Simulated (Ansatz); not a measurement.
# SnO2: the cost of one run

Method: DFT PBE, scalar-relativistic, plane waves, PAW, in Ansatz 0.2.0.

### Step 1. The starting structure

Symmetry: I4/m, No. 87, tetragonal system. Conventional cell: a = 10.747 Å, b = 10.747 Å, c = 3.232 Å, α = 90.00°, β = 90.00°, γ = 90.00°. Sn (site symmetry m) is surrounded by 6 O at 2.06 to 2.14 Å. O (site symmetry m) is surrounded by 3 Sn at 2.06 to 2.11 Å. O (site symmetry m) is surrounded by 3 Sn at 2.11 to 2.14 Å.

Structure file:

```cif
data_structure
_symmetry_space_group_name_H-M 'I4/m'
_symmetry_Int_Tables_number 87
_cell_length_a 10.7466
_cell_length_b 10.7466
_cell_length_c 3.2325
_cell_angle_alpha 90.000
_cell_angle_beta 90.000
_cell_angle_gamma 90.000
_cell_volume 373.32
loop_
_atom_site_label
_atom_site_type_symbol
_atom_site_symmetry_multiplicity
_atom_site_Wyckoff_symbol
_atom_site_fract_x
_atom_site_fract_y
_atom_site_fract_z
_atom_site_occupancy
Sn1 Sn 8 h 0.66893 0.85108 0.50000 1
O1 O 8 h 0.45704 0.16104 0.00000 1
O2 O 8 h 0.79440 0.84507 0.00000 1
```

The runs take a perfect supercell of 36 atoms; the defect goes to fractional position (0.704, 0.382, 0.152).

### Step 2. The perfect supercell

File input.yaml:

```yaml
crystal:
  lattice:
    - [-5.37331, 5.37331, 1.616233]
    - [-5.37331, -5.37331, 1.616233]
    - [0.0, 0.0, 9.697398]
  atoms:
    - { symbol: Sn, position: [0.182143, 0.479991, 0.056311] }
    - { symbol: Sn, position: [0.182144, 0.479991, 0.389644] }
    - { symbol: Sn, position: [0.182145, 0.479991, 0.722977] }
    - { symbol: Sn, position: [0.47999, 0.817856, 0.117026] }
    - { symbol: Sn, position: [0.479991, 0.817856, 0.450359] }
    - { symbol: Sn, position: [0.479992, 0.817856, 0.783692] }
    - { symbol: Sn, position: [0.520008, 0.182144, 0.216308] }
    - { symbol: Sn, position: [0.520009, 0.182144, 0.549641] }
    - { symbol: Sn, position: [0.52001, 0.182144, 0.882974] }
    - { symbol: Sn, position: [0.817858, 0.520009, 0.277022] }
    - { symbol: Sn, position: [0.817856, 0.520009, 0.610356] }
    - { symbol: Sn, position: [0.817857, 0.520009, 0.943689] }
    - { symbol: O, position: [0.704006, 0.381916, 0.152346] }
    - { symbol: O, position: [0.704004, 0.381916, 0.48568] }
    - { symbol: O, position: [0.704005, 0.381916, 0.819013] }
    - { symbol: O, position: [0.381914, 0.295995, 0.053682] }
    - { symbol: O, position: [0.381915, 0.295995, 0.387015] }
    - { symbol: O, position: [0.381916, 0.295995, 0.720348] }
    - { symbol: O, position: [0.618084, 0.704005, 0.279652] }
    - { symbol: O, position: [0.618085, 0.704005, 0.612985] }
    - { symbol: O, position: [0.618086, 0.704005, 0.946318] }
    - { symbol: O, position: [0.295995, 0.618084, 0.180987] }
    - { symbol: O, position: [0.295996, 0.618084, 0.51432] }
    - { symbol: O, position: [0.295994, 0.618084, 0.847654] }
    - { symbol: O, position: [0.050675, 0.36053, 0.264799] }
    - { symbol: O, position: [0.050673, 0.36053, 0.598133] }
    - { symbol: O, position: [0.050674, 0.36053, 0.931466] }
    - { symbol: O, position: [0.360532, 0.949327, 0.28169] }
    - { symbol: O, position: [0.36053, 0.949327, 0.615024] }
    - { symbol: O, position: [0.360531, 0.949327, 0.948357] }
    - { symbol: O, position: [0.949326, 0.63947, 0.068534] }
    - { symbol: O, position: [0.949327, 0.63947, 0.401867] }
    - { symbol: O, position: [0.949328, 0.63947, 0.7352] }
    - { symbol: O, position: [0.639469, 0.050673, 0.051643] }
    - { symbol: O, position: [0.63947, 0.050673, 0.384976] }
    - { symbol: O, position: [0.639471, 0.050673, 0.718309] }
basis:
  ecutwfc: 420
  fft_grid_basis: typed
kpoints:
  mp_grid: { grid: [2, 2, 1] }
hamiltonian:
  xc: pbe
  pseudopotentials: { kind: paw }
scf:
  occupations: { method: gaussian, width: 0.05 }
output:
  forces: true
  stress: false
  eigenvalues: true
  bader: false
  write_density: true
  volumetric_format: npy
```

Run with:

```
$ ansatz run input.yaml --threads 4 --pin off --max-ram 10240MiB --backend cpu --events-out ev --progress --plain --runs-dir out
```

**Question.** How long does this run take on 4 threads of Intel Xeon Platinum 8488C (Sapphire Rapids), shared host, and how much memory does it need?

About 4.7 s, with a peak of 2.1 GiB.
